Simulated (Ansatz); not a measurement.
# Carrier properties of GeTe (R3m)

```yaml
crystal:
  lattice:
    - [2.08112, 1.20154, 3.49734]
    - [-2.08112, 1.20154, 3.49734]
    - [0.00000, -2.40307, 3.49734]
  atoms:
    - { symbol: Ge, position: [0.99813, 0.99813, 0.99813] }
    - { symbol: Te, position: [0.52288, 0.52288, 0.52288] }
```

All values below come from PBEsol with spin-orbit coupling, rigid bands (plane waves, PAW; Ansatz, a program for electronic structure). How the cell was made: cell and atoms relaxed with PBEsol.

```json
{
  "band_gap": "0.28 eV",
  "electron conductivity mass (300 K, dilute)": "0.174 (x), 0.174 (y), 0.104 (z) mₑ",
  "hole conductivity mass (300 K, dilute)": "0.143 (x), 0.143 (y), 0.199 (z) mₑ",
  "effective density of states N_c (300 K)": "7.6e18 cm⁻³",
  "effective density of states N_v (300 K)": "1.5e19 cm⁻³",
  "density_of_states_mass_electrons": "0.45 mₑ",
  "density_of_states_mass_holes": "0.70 mₑ",
  "Seebeck coefficient, n-type 1e19 cm⁻³, 300 K": "-252 μV/K",
  "Seebeck coefficient, p-type 1e19 cm⁻³, 300 K": "250 μV/K",
  "best p-type power factor at 300 K for τ = 10 fs (best axis; densities from 1e16 to 1e21 cm⁻³ tried, whether or not they can be reached)": "32 μW/(cm·K²) at 3e20 cm⁻³"
}
```

Rigid bands; masses and Seebeck coefficients take one relaxation time τ for all states and one kind of carrier; polarons and phonon drag are left out.
